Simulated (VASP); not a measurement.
These are exact exchange on PBE orbitals, VASP's PBE PAW potentials (set 64) (plane waves; VASP) values and carry that method's errors.

VASP ran on this input.

INCAR:
```
AEXX = 1.0
AGGAC = 0.0
ALDAC = 0.0
ALGO = Eigenval
EDIFF = 1E-8
ENCUT = 350
GGA = PE
ISMEAR = 0
ISYM = 3
LASPH = .True.
LCHARG = .False.
LHFCALC = .True.
LREAL = .False.
LWAVE = .False.
NELM = 1
PREC = Normal
PRECFOCK = Normal
SIGMA = 0.01
SYSTEM = AlSb
```

File POSCAR:
```
AlSb
1
    0.0000000000     2.9858480000     2.9858480000
    2.9858480000     0.0000000000     2.9858480000
    2.9858480000     2.9858480000     0.0000000000
Al Sb
1 1
Direct
  0.0000000000   0.0000000000   0.0000000000
  0.2500000000   0.2500000000   0.2500000000
```

### KPOINTS
```
kpoints
0
G
4 4 4
0 0 0
```

POTCAR, in this order: Al_GW Sb_d_GW (PBE.64 set). Program: vasp_std. Read from the step before: WAVECAR.

The run wrote:

**OSZICAR**
```
       N       E                     dE             d eps       ncg     rms          rms(c)
EIG:   1    -0.141104644271E+02   -0.14110E+02    0.00000E+00     0   0.000E+00
   1 F= -.14110464E+02 E0= -.14110464E+02  d E =-.144517E-11
```

**OUTCAR**
```
------------------------ aborting loop because EDIFF is reached ----------------------------------------
  volume of cell :       53.24
      direct lattice vectors                 reciprocal lattice vectors
     0.000000000  2.985848000  2.985848000    -0.167456615  0.167456615  0.167456615
     2.985848000  0.000000000  2.985848000     0.167456615 -0.167456615  0.167456615
     2.985848000  2.985848000  0.000000000     0.167456615  0.167456615 -0.167456615
 POSITION                                       TOTAL-FORCE (eV/Angst)
 -----------------------------------------------------------------------------------
      0.00000      0.00000      0.00000        -0.000000      0.000000      0.000000
      1.49292      1.49292      1.49292         0.000000     -0.000000     -0.000000
 -----------------------------------------------------------------------------------
    total drift:                               -0.000013      0.000004     -0.000000
  FREE ENERGIE OF THE ION-ELECTRON SYSTEM (eV)
  ---------------------------------------------------
  free  energy   TOTEN  =       -14.1104644271 eV

  energy  without entropy=      -14.1104644271  energy(sigma->0) =      -14.11046443

  exchange ACFDT corr.  =        -0.00000000  see jH, gK, PRB 81, 115126
```
(Selected blocks of OUTCAR.)

The mesh is coarse, so the correlation energy is not converged in k-points.

The compound is AlSb in the zinc blende structure. This cell is one point of a volume scan, at 0.92 of the reference volume. The k-mesh is coarse (spacing up to 0.46 per Å, 2π included), so the numbers may not be converged in it.
